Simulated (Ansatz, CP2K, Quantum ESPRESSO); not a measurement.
# Mg: 3 runs at one level of theory

```
Mg
1.0
     3.17683    0.00000    0.00000
    -1.58841    2.75121    0.00000
     0.00000    0.00000   10.31886
Mg
4
Direct
  0.66667 0.33333 0.75000
  0.00000 0.00000 0.50000
  0.33333 0.66667 0.25000
  0.00000 0.00000 0.00000
```

Alike in all runs: task single point; functional PBEsol; k mesh 10 × 10 × 3; occupations fermi-dirac, width 0.05 eV; no spin polarisation; no spin-orbit coupling. Pressure is positive in compression and, in plane waves, holds the error of the finite cutoff.

```csv
program and potentials,plane-wave cutoff (eV),notes,pressure (GPa)
"Ansatz, all-electron LAPW, scalar-relativistic",-,-,0.16
"Quantum ESPRESSO, GBRV 1.5 PBEsol",612,-,?
"CP2K, POTENTIAL_UZH Mg GTH-PBE-q10; TZVP-MOLOPT-PBE-GTH basis",-,atomic basis; potentials made for PBE,1.23
```

Q: Estimate from the other rows what the run with Quantum ESPRESSO, GBRV 1.5 PBEsol gave.

A: Pressure 0.07 GPa. The other rows, which needn't bracket it: pressure 0.16 to 1.23.
